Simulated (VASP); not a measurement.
Wanted: the native input for a VASP 6.6.1 run.

```yaml
Task: single point
Functional: PBEsol
Potentials_or_basis: VASP PAW PBE potentials, release 64 (Al, N)
Cutoff: 450 eV
k_mesh: 3 × 3 × 2
Occupations: gaussian, width 0.03 eV
Spin: collinear spin, ferromagnetic start
Starting_moments: "[0.0, 0.0, 0.0, 0.0, 0.0, 0.0, 0.0, 0.0, 0.0, 0.0, 0.0, 0.0, 0.0, 0.0, 0.0, 0.25, 0.0, 0.0, 0.0, 0.0, 0.0, 0.0, 0.0, 0.0, 0.25, 0.0, 0.25, 0.0, 0.25, 0.0, 0.0] μB"
Dq: 0
Further_INCAR_settings: LREAL = Auto; ALGO = Normal; EDIFF = 1e-05; NBANDS = 88
```

The structure of Al15N16 (a cell with a defect) lies in POSCAR:

```
Al15N16
1.0
    6.2200008610      0.0000000000      0.0000000000
   -3.1100004305      5.3866787572      0.0000000000
    0.0000000000      0.0000000000      9.9600000000
Al N
15 16
Direct
    0.3333333333      0.1666666667      0.5000000000
    0.3333333333      0.6666666667      0.0000000000
    0.3333333333      0.6666666667      0.5000000000
    0.8333333333      0.1666666667      0.0000000000
    0.8333333333      0.1666666667      0.5000000000
    0.8333333333      0.6666666667      0.0000000000
    0.8333333333      0.6666666667      0.5000000000
    0.1666666667      0.3333333333      0.2500000000
    0.1666666667      0.3333333333      0.7500000000
    0.1666666667      0.8333333333      0.2500000000
    0.1666666667      0.8333333333      0.7500000000
    0.6666666667      0.3333333333      0.2500000000
    0.6666666667      0.3333333333      0.7500000000
    0.6666666667      0.8333333333      0.2500000000
    0.6666666667      0.8333333333      0.7500000000
    0.3333333333      0.1666666667      0.1910000000
    0.3333333333      0.1666666667      0.6910000000
    0.3333333333      0.6666666667      0.1910000000
    0.3333333333      0.6666666667      0.6910000000
    0.8333333333      0.1666666667      0.1910000000
    0.8333333333      0.1666666667      0.6910000000
    0.8333333333      0.6666666667      0.1910000000
    0.8333333333      0.6666666667      0.6910000000
    0.1666666667      0.3333333333      0.4410000000
    0.1666666667      0.3333333333      0.9410000000
    0.1666666667      0.8333333333      0.4410000000
    0.1666666667      0.8333333333      0.9410000000
    0.6666666667      0.3333333333      0.4410000000
    0.6666666667      0.3333333333      0.9410000000
    0.6666666667      0.8333333333      0.4410000000
    0.6666666667      0.8333333333      0.9410000000
```

One way to write it, as run:

INCAR

```
PREC = Accurate ; ENCUT = 450
EDIFF = 1E-5 ; ISMEAR = 0
SIGMA = 0.03 ; LREAL = Auto
LASPH = T ; NELM = 120
ALGO = Normal ; ISIF = 2
LWAVE = F ; LCHARG = F
ISPIN = 2 ; MAGMOM = 0 0 0 0 0 0 0 0 0 0 0 0 0 0 0 0.25 0 0 0 0 0 0 0 0 0.25 0 0.25 0 0.25 0 0
LORBIT = 11 ; GGA = PS
NBANDS = 88 ; KPAR = 4
```

KPOINTS

```
regular mesh
0
Gamma
  3 3 2
```

Potentials or basis: VASP PAW PBE potentials, release 64 (Al, N).

Command:

```bash
$ cat potpaw_PBE.64/Al/POTCAR potpaw_PBE.64/N/POTCAR > POTCAR
$ mpirun -np 4 vasp_std > vasp.out
```

It gave:

| Quantity | Value |
| --- | --- |
| Largest force | 1.469 eV/Å |
| Band gap on the k mesh | none (metal or under the smearing width) |
| Net moment | 1.22 μB per cell |
| Site moments | Al +0.00, -0.00; N +0.44, -0.00, +0.01, +0.03, +0.10, +0.00 μB |
| Valence electrons inside the program's atomic spheres | Al 0.81; N 3.68, 3.83, 3.84, 3.67 |

Caveat: the k mesh is coarse (spacing up to 0.39 Å⁻¹), so the values aren't converged; the PAW data sets were made with another functional, which shifts forces and pressure a little.

Wall time 4.5 min on 4 MPI ranks on Intel(R) Xeon(R) Platinum 8488C (Sapphire Rapids), on a shared host, peak memory 0.62 GiB a rank.
